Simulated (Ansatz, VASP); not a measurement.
**One calculation of CoO, two programs**

```
Co O
1.0
     2.67335    0.00000    0.00000
     0.00000    2.57053    0.00000
     0.00000    0.00000    2.57053
Co O
1 1
Direct
  0.00000 0.00000 0.00000
  0.50000 0.50000 0.50000
```

Change from the starting cell: strain = 0.04.

Alike in both runs: task relaxation of the atoms; functional PBE; k mesh 7 × 7 × 7; occupations fermi-dirac, width 0.05 eV; collinear spin, ferromagnetic start.

|  | VASP | Ansatz |
| --- | --- | --- |
| version | VASP 6.6.1 | Ansatz 0.2.0 |
| potentials or method | VASP PAW PBE potentials, release 64 (Co, O) | Ansatz PAW |
| plane-wave cutoff (eV) | 520 | 420 |
| valence electrons in the cell | 15 | 23 |

Ansatz gave:

```
gap on the k mesh at the Fermi level, each at its own relaxed structure (eV) : none
net moment per atom (μB)                                                     : 1.50
size of the moment on the site where the two differ most (μB)                : 0.47
```

Task: Estimate VASP's values.

Result: gap on the k mesh at the Fermi level, each at its own relaxed structure (eV): none; net moment per atom (μB): 1.50; size of the moment on the site where the two differ most (μB): 0.45.

Site moments also hang on the region over which each program counts them. A gap of «none» marks a metal or a gap that the smearing closes. The two sets of potentials don't hold the same shells in valence.

Caveats: the relaxation stopped at its first step, so nothing moved; a cell with one magnetic atom can't hold antiferromagnetic order, which such compounds often take; semilocal functionals often make such compounds metallic where correlation or magnetic order opens a gap, which also shifts bond lengths.
